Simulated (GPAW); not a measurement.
# HgTe (Coloradoite) (F-43m) in GPAW: a series of runs, part 2 of 2

GPAW 26.7.0.

**4. Equation of state, LDA**

run.py reads:

```python
import spglib
from ase import Atoms
from ase.eos import EquationOfState
from ase.io import Trajectory, read
from ase.units import GPa
from gpaw import GPAW, PW, setup_paths

setup_paths.insert(0, '.')

atoms = read('HgTe.cif')
cell, positions, numbers = spglib.find_primitive(
    (atoms.cell[:], atoms.get_scaled_positions(), atoms.numbers), symprec=1e-4)
atoms = Atoms(numbers, cell=cell, scaled_positions=positions, pbc=True)

traj = Trajectory('eos.traj', 'w')
volumes, energies = [], []
for x in [0.94, 0.96, 0.98, 1.0, 1.02, 1.04, 1.06]:
    a = atoms.copy()
    a.set_cell(atoms.cell * x**(1 / 3), scale_atoms=True)
    calc = GPAW(mode=PW(600),
                xc='LDA',
                kpts={'size': (6, 6, 6), 'gamma': True},
                occupations={'name': 'fermi-dirac', 'width': 0.05},
                nbands=18,
                convergence={'density': 1e-05, 'energy': 1e-05},
                maxiter=150,
                txt=f'eos-{x:.2f}.txt')
    a.calc = calc
    energies.append(a.get_potential_energy(force_consistent=True))
    volumes.append(a.get_volume())
    p = -a.get_stress()[:3].mean() / GPa
    calc.write(f'eos-{x:.2f}.gpw')
    traj.write(a)
    print(f'{x:.2f} {volumes[-1]:10.4f} A^3 {energies[-1]:14.6f} eV {p:9.3f} GPa', flush=True)

v0, e0, B = EquationOfState(volumes, energies, eos='birchmurnaghan').fit()
print(f'V0 = {v0:.4f} A^3, E0 = {e0:.6f} eV, B0 = {B / GPa:.2f} GPa')
```

HgTe.cif reads:

```cif
data_HgTe
_cell_length_a 6.42900000
_cell_length_b 6.42900000
_cell_length_c 6.42900000
_cell_angle_alpha 90.00000000
_cell_angle_beta 90.00000000
_cell_angle_gamma 90.00000000
_space_group_name_H-M_alt 'F-43m'
_space_group_name_Hall 'F -4 2 3'
_space_group_IT_number 216
loop_
_space_group_symop_operation_xyz
'x,y,z'
'y,-x,-z'
'-x,-y,z'
'-y,x,-z'
'x,-y,-z'
'y,x,z'
'-x,y,-z'
'-y,-x,z'
'z,x,y'
'-z,y,-x'
'z,-x,-y'
'-z,-y,x'
'-z,x,-y'
'z,y,x'
'-z,-x,y'
'z,-y,-x'
'y,z,x'
'-x,-z,y'
'-y,z,-x'
'x,-z,-y'
'-y,-z,x'
'x,z,y'
'y,-z,-x'
'-x,z,-y'
'x,y+1/2,z+1/2'
'y,-x+1/2,-z+1/2'
'-x,-y+1/2,z+1/2'
'-y,x+1/2,-z+1/2'
'x,-y+1/2,-z+1/2'
'y,x+1/2,z+1/2'
'-x,y+1/2,-z+1/2'
'-y,-x+1/2,z+1/2'
'z,x+1/2,y+1/2'
'-z,y+1/2,-x+1/2'
'z,-x+1/2,-y+1/2'
'-z,-y+1/2,x+1/2'
'-z,x+1/2,-y+1/2'
'z,y+1/2,x+1/2'
'-z,-x+1/2,y+1/2'
'z,-y+1/2,-x+1/2'
'y,z+1/2,x+1/2'
'-x,-z+1/2,y+1/2'
'-y,z+1/2,-x+1/2'
'x,-z+1/2,-y+1/2'
'-y,-z+1/2,x+1/2'
'x,z+1/2,y+1/2'
'y,-z+1/2,-x+1/2'
'-x,z+1/2,-y+1/2'
'x+1/2,y,z+1/2'
'y+1/2,-x,-z+1/2'
'-x+1/2,-y,z+1/2'
'-y+1/2,x,-z+1/2'
'x+1/2,-y,-z+1/2'
'y+1/2,x,z+1/2'
'-x+1/2,y,-z+1/2'
'-y+1/2,-x,z+1/2'
'z+1/2,x,y+1/2'
'-z+1/2,y,-x+1/2'
'z+1/2,-x,-y+1/2'
'-z+1/2,-y,x+1/2'
'-z+1/2,x,-y+1/2'
'z+1/2,y,x+1/2'
'-z+1/2,-x,y+1/2'
'z+1/2,-y,-x+1/2'
'y+1/2,z,x+1/2'
'-x+1/2,-z,y+1/2'
'-y+1/2,z,-x+1/2'
'x+1/2,-z,-y+1/2'
'-y+1/2,-z,x+1/2'
'x+1/2,z,y+1/2'
'y+1/2,-z,-x+1/2'
'-x+1/2,z,-y+1/2'
'x+1/2,y+1/2,z'
'y+1/2,-x+1/2,-z'
'-x+1/2,-y+1/2,z'
'-y+1/2,x+1/2,-z'
'x+1/2,-y+1/2,-z'
'y+1/2,x+1/2,z'
'-x+1/2,y+1/2,-z'
'-y+1/2,-x+1/2,z'
'z+1/2,x+1/2,y'
'-z+1/2,y+1/2,-x'
'z+1/2,-x+1/2,-y'
'-z+1/2,-y+1/2,x'
'-z+1/2,x+1/2,-y'
'z+1/2,y+1/2,x'
'-z+1/2,-x+1/2,y'
'z+1/2,-y+1/2,-x'
'y+1/2,z+1/2,x'
'-x+1/2,-z+1/2,y'
'-y+1/2,z+1/2,-x'
'x+1/2,-z+1/2,-y'
'-y+1/2,-z+1/2,x'
'x+1/2,z+1/2,y'
'y+1/2,-z+1/2,-x'
'-x+1/2,z+1/2,-y'
loop_
_atom_site_label
_atom_site_type_symbol
_atom_site_symmetry_multiplicity
_atom_site_Wyckoff_symbol
_atom_site_fract_x
_atom_site_fract_y
_atom_site_fract_z
_atom_site_occupancy
Hg1 Hg 4 a 0.0000000000 0.0000000000 0.0000000000 1
Te1 Te 4 c 0.2500000000 0.2500000000 0.2500000000 1
```

Potentials or basis: PAW data sets generated in the run's folder for this functional, pw.

Command:

```sh
gpaw-setup -f LDA Hg Te
OMP_NUM_THREADS=1 python run.py
```

The log of the run:

```text
__  _  _
 | _ |_)|_||  |
 |__||  | ||/\| - 26.7.0

Input parameters:
  mode=PW(ecut=600.0),
  convergence={'density': 1e-05, 'energy': 1e-05},
  kpts=MonkhorstPack(size=(6, 6, 6), gamma=True),
  maxiter=150,
  nbands=18,
  occupations=Occupations(name='fermi-dirac', width=0.05),
  xc=XC(name='LDA')

Diagonalizing LCAO Hamiltonian
Converting LCAO to pw mode

            Te

       Hg

Atoms  # Å, Bohr magnetons
|   | symbol |        x |        y |        z |    initial magnetic moments |
|---|--------|----------|----------|----------|-----------------------------|
| 0 |     Hg | 0.000000 | 0.000000 | 0.000000 | ( 0.0000,  0.0000,  0.0000) |
| 1 |     Te | 1.585528 | 1.585528 | 1.585528 | ( 0.0000,  0.0000,  0.0000) |

Unit cell  # Å
| periodic |        x |        y |        z |  lengths |    angles |
|----------|----------|----------|----------|----------|-----------|
|      yes | 0.000000 | 3.171055 | 3.171055 | 4.484550 | 60.000000 |
|      yes | 3.171055 | 0.000000 | 3.171055 | 4.484550 | 60.000000 |
|      yes | 3.171055 | 3.171055 | 0.000000 | 4.484550 | 60.000000 |

Number of symmetries: 24
Symmetry operations  # r_c * U_cc + t_c -> r_c
|    | kind |            matrix            |
|----|------|------------------------------|
|  0 |  E   |  1, 0, 0,  0, 1, 0,  0, 0, 1 |
|  1 |  σ   |  1, 0, 0,  0, 0, 1,  0, 1, 0 |
|  2 |  σ   |  1, 0,-1,  0, 1,-1,  0, 0,-1 |
|  3 |  C3  |  1, 0,-1,  0, 0,-1,  0, 1,-1 |
|  4 |  C3  |  1,-1, 0,  0,-1, 1,  0,-1, 0 |
|  5 |  σ   |  1,-1, 0,  0,-1, 0,  0,-1, 1 |
|  6 |  σ   |  0, 1, 0,  1, 0, 0,  0, 0, 1 |
|  7 |  C3  |  0, 1, 0,  0, 0, 1,  1, 0, 0 |
|  8 |  C2  |  0, 1,-1,  1, 0,-1,  0, 0,-1 |
|  9 |  S4  |  0, 1,-1,  0, 0,-1,  1, 0,-1 |
| 10 |  C3  |  0, 0, 1,  1, 0, 0,  0, 1, 0 |
| 11 |  σ   |  0, 0, 1,  0, 1, 0,  1, 0, 0 |
| 12 |  S4  |  0, 0,-1,  1, 0,-1,  0, 1,-1 |
| 13 |  C3  |  0, 0,-1,  0, 1,-1,  1, 0,-1 |
| 14 |  S4  |  0,-1, 1,  1,-1, 0,  0,-1, 0 |
| 15 |  C2  |  0,-1, 1,  0,-1, 0,  1,-1, 0 |
| 16 |  C3  |  0,-1, 0,  1,-1, 0,  0,-1, 1 |
| 17 |  S4  |  0,-1, 0,  0,-1, 1,  1,-1, 0 |
| 18 |  S4  | -1, 1, 0, -1, 0, 1, -1, 0, 0 |
| 19 |  C3  | -1, 1, 0, -1, 0, 0, -1, 0, 1 |
| 20 |  C3  | -1, 0, 1, -1, 1, 0, -1, 0, 0 |
| 21 |  S4  | -1, 0, 1, -1, 0, 0, -1, 1, 0 |
| 22 |  σ   | -1, 0, 0, -1, 1, 0, -1, 0, 1 |
| 23 |  C2  | -1, 0, 0, -1, 0, 1, -1, 1, 0 |

BZ-sampling:
  Number of BZ points: 216
  Number of IBZ points: 16

  Monkhorst-Pack size: [6, 6, 6]
  Monkhorst-Pack shift: [0.08333333333333333, 0.08333333333333333, 0.08333333333333333]

K-points  # in reciprocal-cell coordinates
|     |                                coordinates |     weight |
|-----|--------------------------------------------|------------|
|   0 | (  0.00000000,   0.00000000,   0.00000000) | 0.00462963 |
|   1 | (  0.16666667,   0.16666667,   0.00000000) | 0.02777778 |
|   2 | (  0.16666667,   0.16666667,   0.16666667) | 0.03703704 |
|   3 | (  0.33333333,   0.16666667,   0.16666667) | 0.05555556 |
|   4 | (  0.33333333,   0.33333333,  -0.33333333) | 0.05555556 |
|   5 | (  0.33333333,   0.33333333,   0.00000000) | 0.02777778 |
|   6 | (  0.33333333,   0.33333333,   0.16666667) | 0.11111111 |
|   7 | (  0.33333333,   0.33333333,   0.33333333) | 0.03703704 |
|   8 | (  0.50000000,   0.33333333,  -0.33333333) | 0.11111111 |
|   9 | (  0.50000000,   0.33333333,  -0.16666667) | 0.05555556 |
| ... |                                            |            |
|  15 | (  0.50000000,   0.50000000,   0.50000000) | 0.01851852 |

Plane wave coefficients: 2158
Cutoff: 600.0 eV

Spin-components: 1 (collinear spins)
Bands:           18
Projectors:      11
Spin-degeneracy: 2
Datatype:        complex128

Parallelization:
  kpt:    1
  domain: 1
  band:   1

Density:
  Valence electrons: 24.0
  Components: 1
  Grid points: [27 27 27]
  Charge: 0.0  # |e|

Potential:
  Grid points: [27 27 27]

species:
  Hg:
    name:    Mercury
    Z:       80.0
    valence: 18
    core:    62
    charge:  0.0  # [|e|]
    compensation charges:
      type: gauss
      rc: 0.41  # [Å]
      lmax: 2
    cutoffs:
      filter: 2.17  # [Å]
      core: 2.06  # [Å]
    projectors
    | kind |    occ | energy [eV] | rcut [Å] |
    |------|--------|-------------|----------|
    |   6s |  2.000 |      -7.094 |    1.307 |
    |   5p |  6.000 |     -66.817 |    1.291 |
    |   6p |  0.000 |      -1.195 |    1.291 |
    |   5d | 10.000 |     -10.099 |    1.302 |
    |    s |        |      20.118 |    1.307 |
    |    d |        |      17.112 |    1.302 |

    Using partial waves for Hg as LCAO basis

  Te:
    name:    Tellurium
    Z:       52.0
    valence: 6
    core:    46
    charge:  0.0  # [|e|]
    compensation charges:
      type: gauss
      rc: 0.36  # [Å]
      lmax: 2
    cutoffs:
      filter: 2.09  # [Å]
      core: 3.17  # [Å]
    projectors
    | kind |    occ | energy [eV] | rcut [Å] |
    |------|--------|-------------|----------|
    |   5s |  2.000 |     -15.337 |    1.180 |
    |   5p |  4.000 |      -6.113 |    1.196 |
    |    s |        |      11.875 |    1.180 |
    |    p |        |      21.098 |    1.196 |
    |    d |        |       0.000 |    1.238 |

    Using partial waves for Te as LCAO basis

Reference energy: -717502.457223  # eV

eigensolver:
  PPCG
  Converge bands: occupied
  niter=2

density mixing:
  MSR1-Mixer
  Pratt-step length: 0.05
  Maximum mixing coefficient: 0.75
  Old densities: 10
  SVD Regularization: 0.005
  Good broyden scale: 1.0
  Trust region scale: 1.0
  Backstep threshold: 4.0
  History deletion threshold: 6.0
  Fourier metric: weight=20.0, sigma=0.015

occupation numbers:
  Fermi-Dirac:
    width: 0.0500  # eV

poisson solver:
  ecut: 4800.0  # eV

xc functional:
  name: None

convergence criteria:
- Maximum integral of absolute [dens]ity change: 1e-05 electrons / valence electron
- Maximum [total energy] change in last 3 cyles: 1e-05 eV / valence electron
- Maximum integral of absolute [eigenst]ate change: 4e-08 eV^2 / valence electron
maximum number of iterations: 150

SCF iterations
|iter     | |      energy | eigst |  dens |
|---------|-|-------------|-------|-------|
|iter:   1| |   -6.055895 | -0.05 |       |
|iter:   2| |   -6.013210 | -2.04 | -1.44 |
|iter:   3| |   -5.883814 | -2.03 | -1.48 |
|iter:   4| |   -5.889470 | -2.87 | -1.89 |
|iter:   5| |   -5.893578 | -3.29 | -2.22 |
|iter:   6| |   -5.893709 | -4.96 | -3.34 |
|iter:   7| |   -5.893718c| -5.50 | -3.71 |
|iter:   8| |   -5.893719c| -7.06 | -4.46 |
|iter:   9| |   -5.893719c| -7.83c| -5.01c|

Converged in 9 steps
Energy contributions relative to reference atoms: (reference = -717502.457223)

Energy contributions:
  Kinetic:          33.572324
  Coulomb:         -27.826210
  Zero:             -2.119620
  External:          0.000000
  Xc:               -9.519751
  Entropy:          -0.000922
  Spinorbit:         0.000000
  ----------------------------
  Free energy:      -5.894179
  Extrapolated:     -5.893719

dipole moment: (-26.891284, -26.891284, -26.891284)  # |e|*Ang

Fermi level: 4.921
Eigenvalues  # (at kpt = [0.000, 0.000, 0.000])
| band index |      eig [eV] | occ [0-2] |
|------------|---------------|-----------|
|          0 |       -58.859 |     2.000 |
|        ... |               |           |
|          5 |        -2.915 |     2.000 |
|          6 |        -2.915 |     2.000 |
|          7 |        -2.332 |     2.000 |
|          8 |        -2.332 |     2.000 |
|          9 |         4.209 |     2.000 |
|         10 |         4.885 |     1.340 |
|         11 |         4.885 |     1.340 |
|         12 |         4.885 |     1.340 |
|         13 |         8.983 |     0.000 |
|         14 |         8.983 |     0.000 |
|         15 |         8.983 |     0.000 |
|         16 |        11.158 |     0.000 |
|         17 |        14.583 |     0.000 |

No gap
No difference between direct/indirect transitions

Stress tensor  # eV/Ang^3
|         x |         y |         z |
|-----------|-----------|-----------|
| -0.013964 | -0.000000 | -0.000000 |
| -0.000000 | -0.013964 |  0.000000 |
| -0.000000 |  0.000000 | -0.013964 |

# Writing to eos-0.96.gpw (mode='')
```

It took 38 s on 1 thread of AMD EPYC 9R45 (Zen 5), shared host; peak memory 0.24 GiB.

What came out:

```
Equilibrium volume                      : 33.29 Å³/atom
Bulk modulus                            : 47 GPa
Pressure derivative of the bulk modulus : 5.1
```

Energy against volume, from the lowest point:
```csv
volume (Å³/atom),energy (meV/atom)
31.223,21.58
31.887,9.52
32.551,2.53
33.215,0.00
33.880,1.45
34.544,6.40
35.208,14.46
```

Spin-orbit coupling is left out, which matters for the levels of Hg, Te.

**5. Against experiment**

Step 4. Against the measured bulk modulus of HgTe, 43 GPa (a printed reference work, monograph), the calculated 47 GPa is off by +9.7 %. The fit is for a static lattice scaled at fixed shape and fixed fractional positions.
